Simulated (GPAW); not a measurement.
**MgO: relaxation of cell and atoms with PBEsol+D3(BJ)**

Crystal: MgO.

```
Mg O
1.0
     0.00000    2.09700    2.09700
     2.09700    0.00000    2.09700
     2.09700    2.09700    0.00000
Mg O
1 1
Direct
  0.00000 0.00000 0.00000
  0.50000 0.50000 0.50000
```

The cell is a database's computed one.

```yaml
Program: GPAW 26.7.0
Task: relaxation of cell and atoms
Functional: PBEsol
Dispersion: D3(BJ)
Potentials_or_basis: PAW data sets generated in the run's folder for this functional
Cutoff: 800 eV
Basis: pw
k_mesh: 11 × 11 × 11
Occupations: fermi-dirac, width 0.05 eV
Spin: no spin polarisation
Maxiter: 150
Optimizer: BFGS
Fmax: 0.02 eV/Å
Max_steps: 60
Convergence: density=1e-05 forces=0.0001
```

```yaml
Relaxed_volume: 9.15 Å³/atom
Relaxed_cell: a = 2.958 Å, b = 2.958 Å, c = 2.958 Å, α = 60.00°, β = 60.00°, γ = 60.00°
Space_group_after_relaxing_to_0.05_Å: Fm-3m (No. 225)
Energy_gained_by_relaxing: 0.3 meV/atom
Ionic_steps: 3
Pressure_after_relaxing: 0.0 GPa
Band_gap_on_the_k_mesh: 4.86 eV, direct
Dispersion_energy_per_atom: -0.255 eV
```

Step by step:
```
step  energy change (eV)  largest force (eV/Å)  pressure (GPa)  volume (Å³)
   1              0.0000                0.0000           -1.35        18.44
   2             -0.0002                0.0000           -1.08        18.41
   3             -0.0005                0.0000            0.00        18.29
```

Final structure:
```yaml
crystal:
  lattice:
    - [0.00000, 2.09130, 2.09130]
    - [2.09130, 0.00000, 2.09130]
    - [2.09130, 2.09130, 0.00000]
  atoms:
    - { symbol: Mg, position: [0.00000, 0.00000, 0.00000] }
    - { symbol: O, position: [0.50000, 0.50000, 0.50000] }
```

Levels at points of the mesh, in eV from the valence-band top:
| k point | band 4 | band 5 | band 6 | band 7 | band 8 | band 9 | band 10 | band 11 | band 12 |
| --- | --- | --- | --- | --- | --- | --- | --- | --- | --- |
| (0.00, 0.00, 0.00) | -38.86 | -17.27 | 0.00 | 0.00 | 0.00 | 4.86 | 15.77 | 15.77 | 15.77 |

Wall time 38 s on 1 thread of Arm Neoverse V1 (shared host), peak memory 0.2 GiB.

Caveat: later steps reuse the first step's grids. PBEsol gaps usually lie below the measured ones, often by a third to a half.
